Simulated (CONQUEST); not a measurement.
**Te under changes of volume**

One of the cells (31.146 Å³/atom); the others are scaled copies at fixed shape and fractional positions:

```
CELL_PARAMETERS angstrom
4.61181 0.00000 0.00000
0.00000 5.07286 0.00000
0.00000 0.00000 7.98789
ATOMIC_POSITIONS crystal
Te 0.00000 0.16667 0.66667
Te 0.00000 0.50000 0.00000
Te 0.00000 0.83333 0.33333
Te 0.50000 0.16667 0.16667
Te 0.50000 0.50000 0.50000
Te 0.50000 0.83333 0.83333
```

This isn't the form of Te at room conditions, which is trigonal, of chains.

* Program: CONQUEST 1.3
* Functional: PBE
* Potentials or basis: PseudoDojo NC PBE, DZP, grid of 48 × 48 × 80 points
* k mesh: 6 × 5 × 4
* Occupations: fermi-dirac, width 0.05 eV
* Spin: no spin polarisation

| volume (Å³/atom) | energy over the lowest point (meV/atom) | pressure (GPa) | largest force (eV/Å) |
| --- | --- | --- | --- |
| 29.277 | 88.08 | 8.0 | 0.003 |
| 29.900 | 60.35 | 6.4 | 0.014 |
| 30.523 | 38.54 | 4.9 | 0.009 |
| 31.146 | 22.11 | 3.6 | 0.005 |
| 31.769 | 10.51 | 2.4 | 0.010 |
| 32.392 | ? | ? | ? |
| 33.015 | 0.00 | 0.4 | 0.007 |

Task: What does the run at 32.392 Å³/atom give?

Result: Energy over the lowest point 3.30 meV/atom; pressure 1.3 GPa; largest force 0.005 eV/Å.

Worked out: A Birch-Murnaghan fit of order 3 (a polynomial in V^(-2/3)) to the other rows has its minimum at 33.27 Å³/atom, just outside them, with B0 = V·E''(V) = 47 GPa and B' = 4.3 at fixed shape and positions, which overstates the stiffness. It gives 3.28 meV/atom at 32.392 Å³/atom, against the run's 3.30, and -dE/dV = 1.3 GPa, against 1.3.

Energies are extrapolated to zero smearing.

Caveats: the basis of atomic orbitals isn't converged, which shifts pressures, moduli and gaps.
